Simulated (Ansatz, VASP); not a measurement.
## Ba in VASP and in Ansatz

```xyz
1
Lattice="0.0000 3.2327 3.2327 3.2327 0.0000 3.2327 3.2327 3.2327 0.0000" Properties=species:S:1:pos:R:3 pbc="T T T"
Ba    0.0000    0.0000    0.0000
```

Alike in both runs: functional r2SCAN; k mesh 12 × 12 × 12; occupations fermi-dirac, width 0.1 eV; no spin polarisation.

Ansatz relaxed the structure, and its values are those at the end. VASP's run is a single point on that final structure, the one shown.

|  | VASP | Ansatz |
| --- | --- | --- |
| version | VASP 6.6.1 | Ansatz 0.2.0 |
| potentials or method | VASP PAW PBE potentials, release 64 (Ba_sv) | PAW with Ansatz's default frozen-core files, scalar-relativistic |
| plane-wave cutoff (eV) | 520 | 500 |
| valence electrons in the cell | 10 | 10 |

|  | VASP | Ansatz | Ansatz less VASP |
| --- | --- | --- | --- |
| pressure (GPa) | 0.0 | 0.0 | -0.03 |

The functional is the same, so the differences come from potentials, cutoffs and numerics.

Caveats: the PAW data sets were made with another functional, which shifts forces and pressure a little (VASP). The runs have no spin-orbit coupling, so splittings on Ba are missing.
